## Where the oxygen bands of SrO sink, and where they return

In strontium oxide every ion sits midway between six ions of the other kind, along the three axes of a cube. Its three highest filled bands are made mainly of the oxygen 2p orbitals, one for each axis; this is standard chemistry for an ionic oxide. At the zone centre Γ the three have the same energy. Away from Γ they separate, and the question is how far each of them moves at two chosen points.

Band levels of SrO (Fm-3m, two-atom primitive cell with edges of 3.629 Å) from exciting, release sodium: all-electron LAPW+lo with the LDA, without spin polarisation or spin–orbit coupling. The k mesh is 9×9×9, with rgkmax 7.5 and Fermi–Dirac smearing of 0.05 eV. Energies are counted from the valence top; the third reciprocal coordinate is 0.

```csv
point a (reciprocal cell vector),point b (reciprocal cell vector),level under 3 (eV),level under 2 (eV),level under 1 (eV),level over 1 (eV)
0.0000,0.0000,0.000,0.000,0.000,3.856
0.2222,0.0000,-1.130,-0.525,-0.525,5.705
0.4444,0.0000,-2.176,-1.111,-1.111,6.455
0.2222,0.1111,?,?,?,?
0.2222,0.2222,?,?,?,?
0.7778,0.2222,-1.700,-1.008,-0.376,5.880
0.5556,0.4444,-0.405,-0.306,-0.191,3.501
```

The columns "level under 1" to "level under 3" hold the three highest filled levels, counted downwards from the gap, and "level over 1" is the lowest empty one. Energies are counted from the valence top, which lies at Γ. "Point a" and "point b" are coordinates along two reciprocal cell vectors; the third coordinate is zero.

These coordinates become easier to read when turned into components along the cube axes. In units of $2\pi/a_0$, with $a_0$ the cube edge, the components are $\kappa_x=b-a$, $\kappa_y=a-b$ and $\kappa_z=a+b$, where $a$ and $b$ are point a and point b. The second and third rows then lie on the way from Γ to the zone-boundary point L, where each component has size 1/2. The row 0.7778, 0.2222 is equivalent to a point on the line from Γ to K, with $\kappa_z=0$. The last row lies close to X, where one component is 1 and the others are 0.

The readable rows hold a surprise. Near L the lowest of the three levels has sunk to −2.18 eV, yet near X, which is farther from Γ, all three are back within about 0.4 eV of the top. Distance from Γ therefore does not decide the depth.

### What a strontium ion feels

Take a strontium ion with an oxygen on its left and another on its right, each carrying a p orbital along the line that joins them. At Γ the electron wave has the same phase in every cell, so the two p orbitals point the same way. The left one turns its positive lobe towards strontium and the right one its negative lobe. Their overlaps with the empty strontium 5s orbital cancel, and by the same symmetry so do those with the 4d orbitals.

Now let the phase change from one oxygen to the next. At $\kappa=1/2$ along this axis the second p orbital is reversed, both oxygens show strontium the same sign, and the overlaps add. At $\kappa=1$ the phase has run through a full turn, the orbitals are parallel again, and the overlaps cancel as they did at Γ. The coupling thus follows $s=\sin(\pi\kappa)$: zero, full, zero.

When a filled and an empty level couple, they repel, and the filled one moves down. This would account for both limits. Near L the coupling is almost full along all three axes and the levels sink; near X it is weak along two axes and absent along the third, and the levels return.

The direction of the orbital matters too. A p orbital that points at strontium overlaps strongly, while one that passes it sideways overlaps weakly. Towards L the three p orbitals can also combine into one that points along the wave, whose contributions add up on the strontium 5s orbital, and two crosswise ones, whose contributions cancel there. In this picture one level therefore sinks deeply and a pair sinks less.

### From picture to numbers

For one filled level at zero and one empty level at height $G$, coupled by $V$, the energy $E$ obeys $E(E-G)=V^2$. The lower solution is

$$E=\frac{G}{2}-\sqrt{\frac{G^2}{4}+L},\qquad L=V^2 .$$

A weak coupling lowers the level by about $L/G$; a strong one lowers it less than in proportion. With three p orbitals, $L$ becomes an eigenvalue of a 3×3 matrix. Its diagonal entry for $p_x$ is $A s_x^2+B(s_y^2+s_z^2)$, its entry between $p_x$ and $p_y$ is $C s_x s_y$, and the others follow by exchanging axes.

For $G$ the model takes the gap at Γ, 3.856 eV, as if all empty strontium levels lay at that one height. The three strengths come from the row on the line to K alone, where three separate levels fix three numbers once two of them are assigned: the highest to the p orbital along z, which meets strontium only sideways there, and the lowest to the combination that points along the wave. They are $A=6.58$, $B=0.82$ and $C=2.34$ eV². That $A$ is about eight times $B$ fits the picture of orbitals pointing at strontium or past it, but this assignment already favours a small $B$, and the strengths also absorb whatever the model simplifies.

The other rows away from Γ test the model. Towards L it is right to within 0.08 eV. Near X it places the three levels 0.14 eV too high on average, a large share of their small depths. The largest single miss, 0.16 eV, serves as the error bar for the forecasts.

### Two forecasts

The point 0.2222, 0.2222 lies on the line from Γ to X, with components 0, 0 and 0.444. Only the z axis is active, and it is close to full coupling: $s_z^2=\sin^2(80^\circ)=0.970$. For the p orbital along z, $L=6.58\times0.970=6.38$ eV², so

$$E=1.928-\sqrt{3.717+6.38}=-1.25\ \text{eV}.$$

The two orbitals across the wave meet strontium only sideways. With $B$ in place of $A$ the same steps give −0.20 eV for both. That these two coincide follows from the fourfold symmetry of the line in a calculation without spin–orbit coupling, so it tests only the symmetry. The forecast is one level at −1.25 eV and a pair at −0.20 eV, each ±0.16 eV.

At 0.2222, 0.1111 the components are −0.111, 0.111 and 0.333. The z axis still dominates, with $s_z^2=0.75$, while x and y contribute a little. One level should therefore lie deep and two should stay near the top, close together but separate, since the fourfold symmetry is gone. The matrix gives −1.09, −0.35 and −0.29 eV, again ±0.16 eV.

The lowest empty level is left out of the forecast, because strontium s-like and d-like bands compete for that place.

### The computed levels

The withheld rows as computed:

```csv
point a (reciprocal cell vector),point b (reciprocal cell vector),level under 3 (eV),level under 2 (eV),level under 1 (eV),level over 1 (eV)
0.2222,0.1111,-1.154,-0.322,-0.238,5.293
0.2222,0.2222,-1.331,-0.129,-0.129,4.531
```

All the filled levels fall within their ranges, and the pattern is the expected one: one deep level and two shallow ones at both points. On the line to X the deep level lies at −1.33 eV, 0.08 eV below its forecast. At the other point the two upper levels are indeed separate, by 0.08 eV where the model gave 0.06 eV.

The misses share a pattern. At both points the deep level is deeper than forecast and the shallow ones are shallower, just as in the rows towards L. In relative terms the pair on the line to X fares worst: it sinks to −0.13 eV, about two thirds of the forecast depth. Giving the strontium s and d levels separate heights would not cure that. The pair couples sideways along one axis, and the highest level on the line to K does so along two, with sines of the same size. For any common height of the d levels the pair should then sink at least half as far as that level, which means 0.19 eV. Something outside the model must act as well. Direct overlap between neighbouring oxygens is one candidate, but the program does not test it for the separate levels.

Near X the error has another form, as all three levels there lie below the model. The same direct overlap does not vanish at X and may supply the extra lowering, but this is a guess. Such overlap may also add to the splitting near L, but it fails as the main cause of the common sinking. Taken alone, it would put the mean of the three levels lower at X than at L, whereas the table has −0.30 eV near X and −1.47 eV near L. The output below compares the two causes, each with one coefficient adjusted to the mean level of the five rows known at the start: the typical error is 0.5 eV for direct overlap and 0.09 eV for coupling through strontium.

That the empty strontium levels are the cause is argued, not shown, since the run gives no orbital shares. The filled strontium 4p levels, far below, can mix with the oxygen 2p levels at Γ and X but not at L, and they push them up where they mix. This too would leave the levels at L below those at Γ and X, and the fit does not separate the two effects.

The strengths belong to this level of theory. The local density approximation makes the gap of such oxides too small, and $G$ enters every step. The zeros of the coupling at Γ and X are safer, because they come from symmetry.

For practical work the return near X carries a warning. Someone who looked only at Γ and near X would take the oxygen bands for nearly flat, although one of them dips by 1.3 eV about halfway between. To judge another point, find its components along the cube axes, ignore their signs and ask how close each is to one half: an orbital tends to sink when the component along its own axis is near that value, and to rise again as that component goes on towards one. Where several components are near one half, the orbitals mix, and one combination sinks further than the others.

Numerical output:

```
Gap at Gamma used as G (eV): 3.856
Strengths own axis, side axes, mixing (eV squared): 6.577, 0.8204, 2.342
Error bar, largest miss on the test rows (eV): 0.1581
Mean miss near X, model less computed (eV): 0.1429
Model and computed levels (eV), miss is model less computed:
     row  sin2 x and y   sin2 z  model 3  computed 3     miss 3  model 2  computed 2    miss 2   model 1  computed 1    miss 1
     0.0             0        0        0           0          0        0           0         0         0           0         0
  0.2222        0.4131   0.4131    -1.08       -1.13    0.05019  -0.5508      -0.525  -0.02583   -0.5508      -0.525  -0.02583
  0.4444        0.9698   0.9698   -2.101      -2.176    0.07546   -1.141      -1.111   -0.0295    -1.141      -1.111   -0.0295
  0.2222         0.117   0.7499    -1.09      -1.154    0.06439  -0.3538      -0.322  -0.03184   -0.2909      -0.238  -0.05294
  0.2222             0   0.9698   -1.249      -1.331    0.08164  -0.1963      -0.129  -0.06734   -0.1963      -0.129  -0.06734
  0.7778        0.9698  1.5e-32     -1.7        -1.7  -2.22e-16   -1.008      -1.008         0    -0.376      -0.376  1.11e-16
  0.5556        0.1172  1.5e-32  -0.2761      -0.405     0.1289  -0.1479      -0.306    0.1581  -0.04922      -0.191    0.1418
Upper two levels apart at 0.2222 0.1111, model and computed (eV): 0.0629, 0.084
Lowest to middle level at 0.2222 0.1111, model and computed (eV): 0.7358, 0.832
Lowest level to pair at 0.2222 0.2222, model and computed (eV): 1.053, 1.202
Mean of the three levels near L and near X (eV): -1.466, -0.3007
fit of centre on 5 rows: coefficient of hop 0.2759 +/- 0.1; rms 0.515, worst 0.5556 -0.802, leave-one-out rms 0.842
  rows outside the fit (model, value, miss): 0.2222 -0.3248, -0.5713, 0.247; 0.2222 -0.4559, -0.5297, 0.0737
fit of centre on 5 rows: coefficient of push -0.5233 +/- 0.027; rms 0.0907, worst 0.5556 0.178, leave-one-out rms 0.111
  rows outside the fit (model, value, miss): 0.2222 -0.5148, -0.5713, 0.0565; 0.2222 -0.5075, -0.5297, 0.0222
```
